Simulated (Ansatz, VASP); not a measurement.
# Two plane-wave programs on InSb2As3

```
In Sb As
1.0
     4.04288    0.00000    0.00000
     0.00000    4.04288    0.00000
     0.00000    0.00000    8.59688
In Sb As
1 2 3
Cartesian
  0.0000 0.0000 5.3451
  2.0214 2.0214 6.3320
  0.0000 0.0000 2.2770
  2.0214 0.0000 8.5956
  0.0000 2.0214 8.5956
  2.0214 2.0214 3.2422
```

Change from the starting cell: species swapped into the Zr2As3Se type (P4mm, No. 99).

Alike in both runs: task relaxation of cell and atoms; functional PBE; k mesh 4 × 4 × 2; occupations gaussian, width 0.1 eV; no spin polarisation.

```csv
,VASP,Ansatz
version,VASP 6.6.1,Ansatz 0.2.0
potentials or method,"VASP PAW PBE potentials, release 64 (In_d, Sb, As)","scalar-relativistic, plane waves, PAW"
plane-wave cutoff (eV),600,420
valence electrons in the cell,38,88
```

|  | VASP | Ansatz | Ansatz less VASP |
| --- | --- | --- | --- |
| gap on the k mesh at the Fermi level, each at its own relaxed structure (eV) | none | none | - |
| relaxed volume (Å³/atom) | 24.92 | 24.87 | -0.046 |
| relaxed cell length with the largest relative difference (Å) | 10.242 | 10.188 | -0.0540 |
| energy change over the relaxation (meV/atom) | -81 | -82 | -1.4 |

A gap of «none» marks a metal or a gap that the smearing closes. The two sets of potentials don't hold the same shells in valence.

Caveats: the k mesh is coarse (spacing up to 0.39 Å⁻¹), so the values aren't converged; this functional lacks dispersion, which binds the layers, so the pressure and a relaxed spacing across them are unreliable. Spin-orbit coupling is left out, which matters for the levels of Sb.
